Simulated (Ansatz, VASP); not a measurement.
**One calculation of Rb, two programs**

The input INCAR:

```
SYSTEM = Rb
ALGO = Fast ; EDIFF = 1E-6
ENCUT = 520 ; GGA = PS
ISIF = 2 ; ISMEAR = 0
LASPH = .True. ; LCHARG = .False.
LREAL = .False. ; LWAVE = .False.
NBANDS = 10 ; NELM = 80
PREC = Accurate ; SIGMA = 0.15
```

File KPOINTS:

```
k-points
0
Gamma
  12 12 12
  0 0 0
```

The input POSCAR:

```
Rb
1.0
   -2.8480900000      2.8060000000      2.8060000000
    2.8480900000     -2.8060000000      2.8060000000
    2.8480900000      2.8060000000     -2.8060000000
Rb
1
Direct
    0.0000000000      0.0000000000      0.0000000000
```

Input for Ansatz:

```yaml
crystal:
  lattice:
    - [-2.84809, 2.806, 2.806]
    - [2.84809, -2.806, 2.806]
    - [2.84809, 2.806, -2.806]
  atoms:
    - { symbol: Rb, position: [0.0, 0.0, 0.0] }
basis:
  ecutwfc: 420
kpoints:
  mp_grid: { grid: [12, 12, 12] }
hamiltonian:
  xc: pbesol
scf:
  occupations: { method: gaussian, width: 0.15 }
output:
  forces: true
  stress: true
  eigenvalues: true
```

Change from the starting cell: strain +0.0150 x Voigt [1, 0, 0, 0, 0, 0], atoms carried along.

Alike in both runs: task single point; functional PBEsol; k mesh 12 × 12 × 12; occupations gaussian, width 0.15 eV; no spin polarisation.

|  | VASP | Ansatz |
| --- | --- | --- |
| version | VASP 6.6.1 | Ansatz 0.2.0 |
| potentials or method | VASP PAW PBE potentials, release 64 (Rb_sv) | scalar-relativistic, plane waves, PAW |
| plane-wave cutoff (eV) | 520 | 420 |
| valence electrons in the cell | 9 | 9 |

|  | VASP | Ansatz | Ansatz less VASP |
| --- | --- | --- | --- |
| gap on the k mesh at the Fermi level (eV) | none | none | - |
| pressure (GPa) | -0.1 | -0.1 | 0.00 |

A gap of «none» marks a metal or a gap that the smearing closes.

Caveats: the PAW data sets were made with another functional, which shifts forces and pressure a little (VASP).
